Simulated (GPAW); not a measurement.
# ZnSe (Stilleite) (F-43m) in GPAW: settings compared, part 2 of 3

GPAW 26.7.0. The steps go on from the part before.

**4. Band structure, LDA**

Contents of run.py:

```python
from ase.dft.bandgap import bandgap
from ase.io import read, write
from ase.units import GPa
from gpaw import GPAW, PW, setup_paths

setup_paths.insert(0, '.')

atoms = read('ZnSe.xyz')

calc = GPAW(mode=PW(600),
            xc='LDA',
            kpts={'size': (7, 7, 7), 'gamma': True},
            occupations={'name': 'fermi-dirac', 'width': 0.05},
            nbands=18,
            convergence={'density': 1e-05, 'energy': 1e-05},
            maxiter=150,
            txt='gpaw.txt')
atoms.calc = calc
energy = atoms.get_potential_energy()
forces = atoms.get_forces()
stress = atoms.get_stress()
calc.write('gs.gpw')
write('result.traj', atoms)
print(f'Energy: {energy:.6f} eV')
print('Forces (eV/A):')
print(forces.round(4))
print('Stress (GPa):', (stress / GPa).round(3))
print('Fermi level:', round(calc.get_fermi_level(), 4), 'eV')
print(f'Gap: {bandgap(calc)[0]:.4f} eV, direct: {bandgap(calc, direct=True)[0]:.4f} eV')

path = atoms.cell.bandpath('GXWKGLUWLK,UX', npoints=80, eps=1e-4)
bs_calc = calc.fixed_density(kpts=path, symmetry='off', nbands=29,
                             convergence={'bands': 'CBM+6.0', 'eigenstates': 1e-6}, txt='bands.txt')
bs = bs_calc.band_structure()
bs.write('bs.json')
print(f'Gap on the path: {bandgap(bs_calc)[0]:.4f} eV')
```

Contents of ZnSe.xyz:

```xyz
2
Lattice="0.0000000000 2.8338000000 2.8338000000 2.8338000000 0.0000000000 2.8338000000 2.8338000000 2.8338000000 0.0000000000" Properties=species:S:1:pos:R:3 pbc="T T T"
Se     4.2507000000      4.2507000000      4.2507000000
Zn     0.0000000000      0.0000000000      0.0000000000
```

Potentials or basis: PAW data sets generated in the run's folder for this functional, pw.

Started as:

```
> gpaw-setup -f LDA Se Zn
> OMP_NUM_THREADS=1 python run.py
```

gpaw.txt:

```text
__  _  _
 | _ |_)|_||  |
 |__||  | ||/\| - 26.7.0

Input parameters:
  mode=PW(ecut=600.0),
  convergence={'density': 1e-05, 'energy': 1e-05},
  kpts=MonkhorstPack(size=(7, 7, 7), gamma=True),
  maxiter=150,
  nbands=18,
  occupations=Occupations(name='fermi-dirac', width=0.05),
  xc=XC(name='LDA')

Diagonalizing LCAO Hamiltonian
Converting LCAO to pw mode

                    Se

       Zn

Atoms  # Å, Bohr magnetons
|   | symbol |        x |        y |        z |    initial magnetic moments |
|---|--------|----------|----------|----------|-----------------------------|
| 0 |     Se | 4.250700 | 4.250700 | 4.250700 | ( 0.0000,  0.0000,  0.0000) |
| 1 |     Zn | 0.000000 | 0.000000 | 0.000000 | ( 0.0000,  0.0000,  0.0000) |

Unit cell  # Å
| periodic |        x |        y |        z |  lengths |    angles |
|----------|----------|----------|----------|----------|-----------|
|      yes | 0.000000 | 2.833800 | 2.833800 | 4.007598 | 60.000000 |
|      yes | 2.833800 | 0.000000 | 2.833800 | 4.007598 | 60.000000 |
|      yes | 2.833800 | 2.833800 | 0.000000 | 4.007598 | 60.000000 |

Number of symmetries: 24
Symmetry operations  # r_c * U_cc + t_c -> r_c
|    | kind |            matrix            |
|----|------|------------------------------|
|  0 |  E   |  1, 0, 0,  0, 1, 0,  0, 0, 1 |
|  1 |  σ   |  1, 0, 0,  0, 0, 1,  0, 1, 0 |
|  2 |  σ   |  1, 0,-1,  0, 1,-1,  0, 0,-1 |
|  3 |  C3  |  1, 0,-1,  0, 0,-1,  0, 1,-1 |
|  4 |  C3  |  1,-1, 0,  0,-1, 1,  0,-1, 0 |
|  5 |  σ   |  1,-1, 0,  0,-1, 0,  0,-1, 1 |
|  6 |  σ   |  0, 1, 0,  1, 0, 0,  0, 0, 1 |
|  7 |  C3  |  0, 1, 0,  0, 0, 1,  1, 0, 0 |
|  8 |  C2  |  0, 1,-1,  1, 0,-1,  0, 0,-1 |
|  9 |  S4  |  0, 1,-1,  0, 0,-1,  1, 0,-1 |
| 10 |  C3  |  0, 0, 1,  1, 0, 0,  0, 1, 0 |
| 11 |  σ   |  0, 0, 1,  0, 1, 0,  1, 0, 0 |
| 12 |  S4  |  0, 0,-1,  1, 0,-1,  0, 1,-1 |
| 13 |  C3  |  0, 0,-1,  0, 1,-1,  1, 0,-1 |
| 14 |  S4  |  0,-1, 1,  1,-1, 0,  0,-1, 0 |
| 15 |  C2  |  0,-1, 1,  0,-1, 0,  1,-1, 0 |
| 16 |  C3  |  0,-1, 0,  1,-1, 0,  0,-1, 1 |
| 17 |  S4  |  0,-1, 0,  0,-1, 1,  1,-1, 0 |
| 18 |  S4  | -1, 1, 0, -1, 0, 1, -1, 0, 0 |
| 19 |  C3  | -1, 1, 0, -1, 0, 0, -1, 0, 1 |
| 20 |  C3  | -1, 0, 1, -1, 1, 0, -1, 0, 0 |
| 21 |  S4  | -1, 0, 1, -1, 0, 0, -1, 1, 0 |
| 22 |  σ   | -1, 0, 0, -1, 1, 0, -1, 0, 1 |
| 23 |  C2  | -1, 0, 0, -1, 0, 1, -1, 1, 0 |

BZ-sampling:
  Number of BZ points: 343
  Number of IBZ points: 20

  Monkhorst-Pack size: [7, 7, 7]
  Monkhorst-Pack shift: [0, 0, 0]

K-points  # in reciprocal-cell coordinates
|     |                                coordinates |     weight |
[... 69 lines left out ...]
      type: gauss
      rc: 0.37  # [Å]
      lmax: 2
    cutoffs:
      filter: 2.14  # [Å]
      core: 2.28  # [Å]
    projectors
    | kind |    occ | energy [eV] | rcut [Å] |
    |------|--------|-------------|----------|
    |   4s |  2.000 |      -6.218 |    1.286 |
    |   4p |  0.000 |      -1.230 |    1.270 |
    |   3d | 10.000 |     -10.426 |    1.180 |
    |    s |        |      20.994 |    1.286 |
    |    p |        |      25.981 |    1.270 |
    |    d |        |      16.786 |    1.180 |

    Using partial waves for Zn as LCAO basis

Reference energy: -114805.075338  # eV

eigensolver:
  PPCG
  Converge bands: occupied
  niter=2

density mixing:
  MSR1-Mixer
  Pratt-step length: 0.05
  Maximum mixing coefficient: 0.75
  Old densities: 10
  SVD Regularization: 0.005
  Good broyden scale: 1.0
  Trust region scale: 1.0
  Backstep threshold: 4.0
  History deletion threshold: 6.0
  Fourier metric: weight=20.0, sigma=0.015

occupation numbers:
  Fermi-Dirac:
    width: 0.0500  # eV

poisson solver:
  ecut: 4800.0  # eV

xc functional:
  name: None

convergence criteria:
- Maximum integral of absolute [dens]ity change: 1e-05 electrons / valence electron
- Maximum [total energy] change in last 3 cyles: 1e-05 eV / valence electron
- Maximum integral of absolute [eigenst]ate change: 4e-08 eV^2 / valence electron
maximum number of iterations: 150

SCF iterations
|iter     | |      energy | eigst |  dens |
|---------|-|-------------|-------|-------|
|iter:   1| |   -7.696323 | -0.22 |       |
|iter:   2| |   -7.637648 | -2.16 | -1.26 |
|iter:   3| |   -7.447744 | -1.69 | -1.31 |
|iter:   4| |   -7.443387 | -2.81 | -1.85 |
|iter:   5| |   -7.443487 | -4.30 | -2.36 |
|iter:   6| |   -7.443471c| -5.01 | -3.27 |
|iter:   7| |   -7.443477c| -6.34 | -3.69 |
|iter:   8| |   -7.443477c| -7.25 | -4.14 |
|iter:   9| |   -7.443477c| -8.07c| -5.47c|

Converged in 9 steps
Energy contributions relative to reference atoms: (reference = -114805.075338)

Energy contributions:
  Kinetic:           9.785035
  Coulomb:          -8.376724
  Zero:             -0.024505
  External:          0.000000
  Xc:               -8.827283
  Entropy:          -0.000000
  Spinorbit:         0.000000
  ----------------------------
  Free energy:      -7.443478
  Extrapolated:     -7.443477

dipole moment: (-7.150944, -7.150944, -7.150944)  # |e|*Ang

Fermi level: 4.104
Eigenvalues  # (at kpt = [0.000, 0.000, 0.000])
| band index |      eig [eV] | occ [0-2] |
|------------|---------------|-----------|
|          0 |        -9.757 |     2.000 |
|          1 |        -3.076 |     2.000 |
|          2 |        -3.076 |     2.000 |
|          3 |        -3.076 |     2.000 |
|          4 |        -2.717 |     2.000 |
|          5 |        -2.717 |     2.000 |
[... 10 lines left out ...]
|         16 |        16.452 |     0.000 |
|         17 |        16.452 |     0.000 |

Gap: 1.044 eV
Transition (v -> c):
  (s=0, k=0, n=8, [0.00, 0.00, 0.00]) -> (s=0, k=0, n=9, [0.00, 0.00, 0.00])
No difference between direct/indirect transitions

Forces  # eV/Ang
|       x |        y |        z |
|---------|----------|----------|
| 0.00000 |  0.00000 |  0.00000 |  # Se   0
| 0.00000 | -0.00000 | -0.00000 |  # Zn   1

Stress tensor  # eV/Ang^3
|        x |        y |        z |
|----------|----------|----------|
| 0.022622 | 0.000000 | 0.000000 |
| 0.000000 | 0.022622 | 0.000000 |
| 0.000000 | 0.000000 | 0.022622 |

# Writing to gs.gpw (mode='')
```

stdout:

```text
Energy: -7.443477 eV
Forces (eV/A):
[[ 0.  0.  0.]
 [ 0. -0. -0.]]
Stress (GPa): [3.624 3.624 3.624 0.    0.    0.   ]
Fermi level: 4.1043 eV
Gap: 1.0438 eV, direct: 1.0438 eV
Gap on the path: 1.0438 eV
```

bands.txt:

```text
Diagonalizing LCAO Hamiltonian
Converting LCAO to pw mode
convergence criteria:
- Maximum integral of absolute [eigenst]ate change: 1e-06 eV^2 / valence electron
maximum number of iterations: 150

SCF iterations
|iter     | |      energy | eigst |  dens |
|---------|-|-------------|-------|-------|
|iter:   1| |             | +0.26 |       |
[... 86 lines left out ...]
         [0.40277778, 0.40277778, 0.69444444],
         [0.38888889, 0.38888889, 0.72222222],
         [0.375     , 0.375     , 0.75      ],
         [0.625     , 0.25      , 0.625     ],
         [0.59375   , 0.1875    , 0.59375   ],
         [0.5625    , 0.125     , 0.5625    ],
         [0.53125   , 0.0625    , 0.53125   ],
         [0.5       , 0.        , 0.5       ]])),
  maxiter=150,
  nbands=29,
  occupations=Occupations(name='fermi-dirac', width=0.05),
  symmetry=Symmetry(point_group=False, time_reversal=False),
  xc=XC(name='LDA')
```

It took 38 s on 1 thread of Intel Xeon 6975P-C (Granite Rapids), shared host; peak memory 0.25 GiB.

Results:

```yaml
Free_energy: -7.4435 eV
Pressure: -3.6 GPa
Band_gap_on_the_k_mesh: 1.04 eV, direct
Band_gap_along_the_path: 1.04 eV, direct
```

Levels at the corners of the path, in eV from the valence-band top:
```csv
point,band 6,band 7,band 8,band 9,band 10,band 11,band 12,band 13
Γ,-6.27,0.00,0.00,0.00,1.04,5.72,5.72,5.72
X,-6.09,-4.82,-2.20,-2.20,2.81,3.33,10.50,11.09
W,-5.96,-4.75,-2.80,-2.70,5.35,5.45,6.82,7.57
K,-6.00,-4.78,-3.13,-1.81,3.43,5.48,8.88,9.18
Γ,-6.27,0.00,0.00,0.00,1.04,5.72,5.72,5.72
L,-6.11,-5.29,-0.87,-0.87,2.36,6.30,6.30,8.35
U,-6.00,-4.78,-3.13,-1.81,3.43,5.48,8.88,9.18
W,-5.96,-4.75,-2.80,-2.70,5.35,5.45,6.82,7.57
L,-6.11,-5.29,-0.87,-0.87,2.36,6.30,6.30,8.35
K,-6.00,-4.78,-3.13,-1.81,3.43,5.48,8.88,9.18
U,-6.00,-4.78,-3.13,-1.81,3.43,5.48,8.88,9.18
X,-6.09,-4.82,-2.20,-2.20,2.81,3.33,10.50,11.09
```

[end of part 2 of 3]
